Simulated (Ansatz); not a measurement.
**TiAl: moving Al off its site**

TiAl, Pm-3m, a = 3.156 Å. The structure is a Materials Project entry; whether it is the stable form wasn't checked. Ansatz: PBEsol, PAW, 420 eV, Γ-centred 14×14×14 mesh on 8 atoms, Gaussian smearing 0.15 eV; no spin polarisation.

```xyz
8
Lattice="-3.1565 3.1565 3.1565 3.1565 -3.1565 3.1565 3.1565 3.1565 -3.1565" Properties=species:S:1:pos:R:3 pbc="T T T"
Ti    3.1565    0.0000    0.0000
Ti    0.0000    3.1565    0.0000
Ti    0.0000    0.0000    3.1565
Ti    0.0000    0.0000    0.0000
Al    1.5782    1.5782    1.5782
Al    1.5782    1.5782   -1.5782
Al    1.5782   -1.5782    1.5782
Al   -1.5782    1.5782    1.5782
```

Atom 5 (Al) moves by x along the unit vector (0.577, -0.577, -0.577), with its periodic images; all else is held. y is the free energy of the cell over the start, F the force along the path summed over the moved atoms.

| x (Å) | y (meV) | F (eV/Å) |
| --- | --- | --- |
| -0.200 | ? | ? |
| -0.120 | 51.7 | 0.87 |
| -0.040 | 5.7 | 0.29 |
| 0.000 | 0.0 | 0.00 |
| 0.080 | 22.9 | -0.57 |
| 0.160 | 92.5 | -1.17 |

**Question.** Fit y = c2 x² + c3 x³ + c4 x⁴ to the energies of the other rows, give the force constant, and predict energy and force of the missing row.

**Answer.** Least squares on the rows shown. y = 3565 x² + 9.989 x³ + 1808 x⁴. The force constant is 2 c2 = 7.13 eV/Å² (for all images moving together, not for a lone atom). The force −dy/dx at the missing row is 1.48 eV/Å (computed 1.49). At x = -0.200 the fit asked for gives 145.4 meV. The run gave 145.7 meV, so the fit is 0.3 meV too low, a small miss on the scale of the series. The form still works here, 29 % of the fitted range beyond its end.

Cost: 6 runs of about 3.8 core-minutes in all, on AMD EPYC 9R45 (Zen 5) (shared hosts).

The Al atom sits in a nearly harmonic well: the quadratic term carries almost all of the energy, and the quartic term adds only a slight stiffening. The path points straight at one Ti neighbour and away from the opposite one. Inversion symmetry at the Al site, which the repeated cell preserves, makes the two directions equivalent, so the true cubic coefficient is zero. The fitted 9.989 is therefore numerical residue, not anharmonicity, and an even polynomial would serve as well. The positive quartic term probably reflects short-range repulsion on the compressed Ti–Al contact growing faster than the opposite contact weakens. Because the site is cubic, the force constant of 7.13 eV/Å² should hold for any direction of the same collective displacement, whereas the quartic term may depend on direction. The restoring force shows resistance to this sublattice motion only. It doesn't test the homogeneous tetragonal strain that links this CsCl-type arrangement to the layered L1₀ structure familiar for TiAl.
